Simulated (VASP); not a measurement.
Runs of VASP 6.6.1 on WC (Qusongite). The structure is hexagonal, space group P-6m2 (No. 187). The conventional cell has a = 2.907 Å, b = 2.907 Å, c = 2.837 Å, α = 90.00°, β = 90.00°, γ = 120.00°. W (site symmetry -6m2) is surrounded by 6 C at 2.20 Å. Around C (site symmetry -6m2) lie 6 W at 2.20 Å. 

```tsv
task	level	spin	cell	k mesh	cutoff (eV)	smearing	grid for exact exchange (PRECFOCK)	exchange at q = 0	mesh quality	gap on the mesh (eV)	pressure (GPa)
band structure	PBE0	off	as given	5 × 5 × 5	520	fermi-dirac 0.05 eV	Fast	default	coarse	-	(a)
single point	PBE	off	as given	10 × 10 × 9	520	gaussian 0.014 eV	-	-	not flagged	none	6.7
single point	PBE0	SOC, no magnetisation	as given	4 × 4 × 4	520	fermi-dirac 0.05 eV	Normal	truncated	coarse	-	-2.9
single point	PBE	off	as given	10 × 10 × 9	520	gaussian 0.03 eV	-	-	not flagged	none	6.7
```

Alike in all rows: potentials or basis VASP PAW PBE potentials, release 64 (W_sv, C).

**Question.** Estimate the missing entries.

**Answer.** (a) -3.5.

Caveats: some runs use coarse meshes; the PAW data sets were made with another functional, which shifts forces and pressure a little (some runs); an unscreened hybrid on a path of extra k points without a Coulomb cutoff has errors near the mesh points, so the bands along the path aren't reliable (some runs); spin-orbit coupling is left out, which moves the levels of the heavy elements (some runs).

A k mesh can miss the band edges, and rows without SOC leave out spin-orbit coupling on W.

A gap of «none» marks a metal or a gap under the smearing width.
